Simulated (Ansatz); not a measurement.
Ansatz input

```yaml
crystal:
  lattice:
    - [-4.1837160732, 4.1924079837, 1.8011888188]
    - [4.1924079837, -4.1837160732, 1.8011888188]
    - [2.3382547272, 2.3382547272, -1.7852695689]
  atoms:
    - { symbol: La, position: [0.9995412579, 0.0004587421, 1.0] }
    - { symbol: La, position: [0.7504587421, 0.2495412579, 0.5] }
hamiltonian:
  xc: r2scan
  pseudopotentials:
    kind: paw
    azcp:
      La: "pseudopotentials/La.paw.azcp"
basis:
  ecutwfc: 500
  fft_grid_basis: typed
kpoints:
  mp_grid: { grid: [11, 11, 11], shift: [0, 0, 0] }
magnetization:
  spin_polarized: false
scf:
  occupations: { method: fermi_dirac, width: 0.1 }
  lower_state_search: "off"
output:
  stress: true
  write_density: true
  write_potential: true
  elf: true
  volumetric_format: npy
```

Output

```
Engine: ansatz 0.2.0, x86_64-unknown-linux-gnu
Pseudopotentials: kind: paw
Pseudopotential: La, paw, valence charge 11, recommended cutoff 500 eV (meta_gga) 
Functional definition: r2SCAN
  parameter k0 = 0.174
  parameter k1 = 0.065
  parameter a1 = 4.9479
  exchange = r2scan_x(k0 = k0, k1 = k1, a1 = a1)
  correlation = r2scan_c
Crystal: 2 atoms, lattice volume = 70.684 Å³
Basis set: ecut = 500 eV, 1795 PW (Γ), exchange–correlation on 192×192×120 points (64 copies of the dense FFT grid, shifted against one another)
Bands: 15, of which v1, the nominal top of the filled ones, is band 11 counted from 1 (10 counted from 0)
Symmetry: 4 space group operations
Space group: C2/c (ITA 15), of the structure as read, at distance tolerance 4.1e-5 Å
k-points: 366 of 1331
Non-local potential: La, projectors of the file, l = 0: 3, l = 1: 2, l = 2: 2, l = 3: 3
PAW form: soft (Blöchl's): semilocal exchange-correlation on the pseudo side does not see the compensation charge
PAW frozen core: La, regenerated for the run's functional (the file was generated under x = pbe(κ = 0.804, μ = 0.2195149727645171), c = pbe(β = 0.06672455060314922))
PAW one-centre angular grid: La, 974 points (default); XC on 160 Gauss nodes
Initial density: superposition of atomic densities (neutral atoms: chi_scale 0, normalization atom), corrected by the library's trained network
Initial wavefunctions: pseudopotential atomic-orbital guess
Functional: x = r2scan, c = r2scan; τ floored in thin density (d = 2e-4 eV/Å³)
SCF iter   1: F=-12529.276546 eV  HF=-12529.194203 eV  |F-HF|=8.23e-2  |Δ(HF+E_count)|=         —  Δρ=9.26e-3  dr2=5.97e-2  dr2_τ=6.63e-3  ethr=1.77e-3  ⟨swp⟩=6.0  Hψ=32333  notcnv=0
SCF iter   2: F=-12529.304235 eV  HF=-12529.312217 eV  |F-HF|=7.98e-3  |Δ(HF+E_count)|=   1.18e-1  Δρ=4.74e-3  dr2=1.53e-2  dr2_τ=7.35e-4  ethr=2.71e-4  ⟨swp⟩=3.0  Hψ=16177  notcnv=0
SCF iter   3: F=-12529.309180 eV  HF=-12529.308759 eV  |F-HF|=4.21e-4  |Δ(HF+E_count)|=   3.46e-3  Δρ=7.56e-4  dr2=4.64e-4  dr2_τ=2.68e-5  ethr=6.96e-5  ⟨swp⟩=3.5  Hψ=12660  notcnv=0
SCF iter   4: F=-12529.309298 eV  HF=-12529.309271 eV  |F-HF|=2.64e-5  |Δ(HF+E_count)|=   5.13e-4  Δρ=3.25e-4  dr2=9.73e-5  dr2_τ=7.65e-7  ethr=2.11e-6  ⟨swp⟩=2.5  Hψ=11943  notcnv=0
SCF iter   5: F=-12529.309309 eV  HF=-12529.309302 eV  |F-HF|=6.22e-6  |Δ(HF+E_count)|=   3.13e-5  Δρ=1.24e-4  dr2=1.36e-5  dr2_τ=1.07e-7  ethr=4.42e-7  ⟨swp⟩=2.7  Hψ=9090  notcnv=0
SCF iter   6: F=-12529.309310 eV  HF=-12529.309310 eV  |F-HF|=5.47e-7  |Δ(HF+E_count)|=   7.09e-6  Δρ=3.83e-5  dr2=1.27e-6  dr2_τ=1.04e-8  ethr=6.19e-8  ⟨swp⟩=2.8  Hψ=9808  notcnv=0
SCF iter   7: F=-12529.309310 eV  HF=-12529.309310 eV  |F-HF|=3.67e-8  |Δ(HF+E_count)|=   6.58e-7  Δρ=9.10e-6  dr2=7.41e-8  dr2_τ=6.50e-10  ethr=4.55e-10  ⟨swp⟩=11.7  Hψ=52461  notcnv=0
SCF 1 converged in 7 iterations: F = -12529.309310 eV  dr2 = 7.41e-8
SCF converged after 7 iterations
Free energy (F): -12529.309310 eV
Harris-Foulkes:  -12529.309310 eV  (|F-HF|=3.67e-8)
Internal energy: -12529.201498 eV  (E = F + TS)
E sigma→0 (E₀):  -12529.255404 eV
Entropy (-TS):   -0.107812 eV (-53.906 meV/atom)
Fermi energy:    11.744895 eV
--- Per-component energies (eV) ---
  E_band       = -87.647285
  E_kinetic    = 387.609634
  E_local      = -633.505920  (includes V_loc(G=0)·N_el)
  E_nonlocal   = 185.753617
  E_hartree    = 200.544601
  E_xc         = -264.693088
  E_vxc        = -321.967544  (∫ρ·V_xc dr)
  E_paw        = -10873.666345  (= ΣΔE_a)
  E_vpaw       = -123.416575  (= ΣTr[D̂ρ^β])
  E_aug_tail   = 0.000000  (compensation charges beyond the density's cutoff)
  E_vtau       = 16.791630  (kinetic-family band-sum trace: ∫τ·v_τ [+ j·A + Jᵃ·Aᵃ] dr)
  E_ewald      = -1531.381023
  E_core_change = 0.137025  (= ΣΔE_core)
  E_smearing   = -0.107812  (= −TS)
  E_closure    = 0.000000  (closes the sum)
  Σ components = -12529.309310   (vs F -12529.309310, Δ=0.00e0)
--- Stress (GPa, compression-positive) ---
        1.039984       0.016569      -0.082514
        0.016569       1.039984      -0.082514
       -0.082514      -0.082514       1.090177
  P = ⅓ Tr σ = 1.0567 GPa (10.567 kbar)
--- Band table (eV; the first three rows and the last of 366) ---
  k-point 0: bands = ["-22.2520", "-21.9404", "-6.4553", "-5.0174", "-4.7031", "-4.6959", "-4.6529", "-4.5801", "8.5335", "9.9360", "12.7772", "12.8907", "13.2449", "13.2536", "13.4386"]
  k-point 1: bands = ["-22.2356", "-21.9360", "-6.4133", "-5.1069", "-4.7630", "-4.7512", "-4.7089", "-4.5769", "8.7661", "10.1901", "12.4850", "12.5985", "13.1295", "13.2450", "13.4771"]
  k-point 2: bands = ["-22.1900", "-21.9255", "-6.2919", "-5.3370", "-5.0415", "-4.8609", "-4.7500", "-4.5971", "9.3811", "10.8629", "11.9104", "12.2038", "12.7063", "13.1112", "13.5624"]
  k-point 365: bands = ["-21.9682", "-21.9615", "-6.3086", "-6.2945", "-5.0100", "-4.9685", "-4.9050", "-4.8958", "9.8321", "9.8710", "11.4261", "11.4315", "13.3594", "13.3680", "13.8845"]
```

Launched by

```sh
ansatz run input.yaml --threads 1 --pin off --max-ram 3584MiB --backend cpu --events-out ev --progress --plain --runs-dir out
```

On 1 thread of Intel(R) Xeon(R) Platinum 8259CL CPU @ 2.50GHz (Skylake/Cascade Lake) (shared host) this took about 120 s of wall time and 120 s of CPU time.
